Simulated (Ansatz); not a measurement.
InSb

Level of theory: DFT, PBE, scalar-relativistic, no spin polarisation; plane waves to 420 eV with PAW datasets (Ansatz 0.2.0), 6×6×10 k-mesh, Gaussian smearing of 0.05 eV; PAW files: Ansatz's generated set soft_2.

```xyz
4
Lattice="5.6198 0.0000 0.0000 0.0000 6.1173 0.0000 0.0000 0.0000 3.2900" Properties=species:S:1:pos:R:3 pbc="T T T"
In    0.0000    0.0000    0.8215
In    2.8099    3.0587   -0.8215
Sb    2.8099    0.0000    2.4675
Sb    0.0000    3.0587    0.8225
```

The chain of runs began from a cell as deposited in COD, expanded in volume. The relaxation changed the space group from Pmmn to Immm (read at 0.02 Å), so the results may not describe the measured structure.

The run above is the reference. The same cell was run again with other input settings; several of them aren't fit for production, so the rows show the settings' effect and aren't properties of the material.

| keys changed | outcome | ΔE (meV/atom) | P (GPa) | gap on the mesh (eV) | cell moment (μB) | largest force component (eV/Å) | SCF iterations | rough core-seconds | new warnings |
| --- | --- | --- | --- | --- | --- | --- | --- | --- | --- |
| none (reference) | converged | 0.0 | 0.0 | metal | – | 0.000 | – | – | – |
| hamiltonian.xc: "pbe" → "r2scan"; scf.convergence.dr2_threshold: 1e-05; kpoints.mp_grid.grid: [6, 6, 10] → [8, 8, 12] | converged | – | -1.6 | metal | – | 0.000 | 6 | 50 | cutoff below recommended; force scf threshold loose; stress scf threshold loose |
| kpoints.mp_grid.grid: [6, 6, 10] → [4, 4, 7]; scf.convergence.dr2_threshold: 1e-06 | converged | 10.4 | -0.3 | metal | – | 0.000 | 6 | 5 | force scf threshold loose; stress scf threshold loose |
| basis.xc_grid: 4; scf.occupations.method: "gaussian" → "cold"; scf.occupations.width: 0.05 → 0.15 | converged | -0.2 | 0.0 | metal | – | 0.000 | 7 | 15 | – |
| scf.mixing.algorithm: "msr1"; scf.mixing.beta: 0.9; scf.mixing.ndim: 8; scf.occupations.method: "gaussian" → "methfessel_paxton"; scf.occupations.width: 0.05 → 0.2; kpoints.mp_grid.grid: [6, 6, 10] → [2, 2, 3] | converged | -194.1 | -1.4 | metal | – | 0.000 | 6 | 1.6 | – |
| accuracy: "high"; kpoints.mp_grid.grid: [6, 6, 10] → [5, 5, 8] | converged | 10.4 | -0.2 | metal | – | 0.000 | 9 | 14 | – |
| hamiltonian.xc: "pbe" → "r2scan" | converged | – | -1.4 | metal | – | 0.000 | 7 | 29 | cutoff below recommended |
| scf.initial_density.chi_scale: 0.3; scf.algorithm: "direct_min" | converged | 0.0 | 0.0 | metal | – | 0.000 | 7 | 80 | – |
| scf.mixing.algorithm: "broyden"; scf.mixing.beta: 0.1; scf.mixing.ndim: 2 | converged | 0.0 | 0.0 | metal | – | 0.000 | 11 | 20 | – |

ΔE is the energy with the smearing extrapolated to zero. It is left out where the change alters the Hamiltonian or the spin treatment. The varied runs start from atomic densities (corrected by the program's trained start where that serves), with the default search for lower states unless a row changes it.

(1) What happens with these changes: scf.occupations.width: 0.05 → null; scf.occupations.method: "gaussian" → "tetrahedron_uncorrected"?

Answer:

(1) outcome converged, ΔE (meV/atom) 59.5, P (GPa) 0.2, gap on the mesh (eV) metal, largest force component (eV/Å) 0.000, SCF iterations 6, rough core-seconds 19, new warnings band table not solved further.

Of the reference: Scalar-relativistic only: spin–orbit splittings of the heavy atoms' levels are missing.
